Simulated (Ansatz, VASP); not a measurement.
# CaO: VASP beside Ansatz

INCAR

```
PREC = Accurate ; ENCUT = 520
EDIFF = 1E-7 ; ISMEAR = -1
SIGMA = 0.05 ; LREAL = False
LASPH = True ; NELM = 100
ALGO = Normal ; ISIF = 2
LWAVE = False ; LCHARG = False
GGA = PS ; NBANDS = 15
```

KPOINTS

```
Automatic mesh
0
Gamma
  6 6 6
```

Contents of POSCAR:

```
CaO
1.0
    0.0000000000      2.4035556960      2.4035556960
    2.4035556960      0.0000000000      2.4035556960
    2.4035556960      2.4035556960      0.0000000000
Ca O
1 1
Direct
    0.0000000000      0.0000000000      0.0000000000
    0.5000000000      0.5000000000      0.5000000000
```

File input.yaml:

```yaml
crystal:
  lattice:
    - [0.0, 2.403555696, 2.403555696]
    - [2.403555696, 0.0, 2.403555696]
    - [2.403555696, 2.403555696, 0.0]
  atoms:
    - { symbol: Ca, position: [0.0, 0.0, 0.0] }
    - { symbol: O, position: [0.5, 0.5, 0.5] }
hamiltonian:
  xc: pbesol
  pseudopotentials: { kind: paw }
kpoints:
  mp_grid: { grid: [6, 6, 6] }
scf:
  occupations: { method: fermi_dirac, width: 0.05 }
  n_extra_bands: 6
output:
  forces: true
  stress: true
  eigenvalues: true
  dos: { projected: true, de: 0.05, nscf_kmesh: { grid: [9, 9, 9] } }
```

The cell is a database's computed one.

Alike in both runs: functional PBEsol; k mesh 6 × 6 × 6; occupations fermi-dirac, width 0.05 eV; no spin polarisation.

|  | VASP | Ansatz |
| --- | --- | --- |
| version | VASP 6.6.1 | Ansatz 0.2.0 |
| potentials or method | VASP PAW PBE potentials, release 64 (Ca_sv, O) | Ansatz PAW |
| plane-wave cutoff (eV) | 520 | 420 |
| valence electrons in the cell | 16 | 16 |
| task | single point | projected density of states |

VASP gave:

| Property | Result |
| --- | --- |
| gap on the k mesh at the Fermi level (eV) | 3.53 |
| least direct gap on the mesh (eV) | 3.91 |
| pressure (GPa) | -2.2 |

Q: Estimate Ansatz's values.

A: gap on the k mesh at the Fermi level (eV): 3.56; least direct gap on the mesh (eV): 3.93; pressure (GPa): -2.7.

With one functional, cell and mesh, what is left measures potentials, basis and numerics.

Caveats: the PAW data sets were made with another functional, which shifts forces and pressure a little (VASP); the pressure holds a Pulay correction of +0.5 GPa for the finite cutoff (Ansatz); the PAW data sets come from PBE, with cores solved anew for the run's functional, which leaves a small shift of forces and pressure (Ansatz); the density of states is complete only up to the lowest level of the last band computed (Ansatz). As with any semilocal functional, this PBEsol gap is likely too small. A k mesh can miss the band edges.
